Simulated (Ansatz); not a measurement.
Consider the formal exchange of groups at a B–C bond: `BCCCO` + `CO[SiH3]` → `BO[SiH3]` + `CCCCO`.

Calculated with Ansatz (gas phase, PBE0-D4/def2-TZVP geometries, no zero-point term in ΔE). CBS: MP2 limit from def2 TZ/QZ plus the TZ coupled-cluster correction, frozen cores. Functionals use def2-TZVPP. One conformer a species, not always the lowest.

Task: Is it downhill or uphill in electronic energy at CCSD(T)/CBS, and by how much? (Best estimate.)

Result: Computed: Downhill: ΔE = -196.1 kJ/mol.

Task: What do these levels give: LDA (SPW92), r2SCAN0-D4, BHLYP-D4, ωB97X-V, CAM-B3LYP, HF/def2-QZVPP? (An estimate is asked.)

Result: Ansatz gave: LDA (SPW92) -189.5, r2SCAN0-D4 -193.2, BHLYP-D4 -194.9, ωB97X-V -189.1, CAM-B3LYP -194.2, HF/def2-QZVPP -196.7 kJ/mol.

Task: What do rigid-rotor, harmonic-oscillator terms from PBE0-D4/def2-TZVP frequencies (298.15 K, 1 bar) make of the CCSD(T)/CBS value? (Best estimate.)

Result: Ansatz gave: ΔZPE = +6.5 kJ/mol, ΔH = -190.7 kJ/mol, ΔS = -10 J/(mol·K), ΔG = -187.8 kJ/mol.

Largest T1 diagnostic among the species: 0.013.

Leaving LDA and LC-ωPBE aside and taking each functional with its dispersion term where it has one, the values, not all of them listed here, spread over 12.3 kJ/mol, from B2PLYP to revPBE-D4. LDA lies −3.2 kJ/mol from PBE without D4. From BLYP to BHLYP (50 % exact exchange), in def2-TZVPP and without D4, ΔE moves by −6.1 kJ/mol. At CCSD(T), def2-SVP lies −11.2 kJ/mol from the extrapolated value and def2-TZVPP −0.1 kJ/mol.
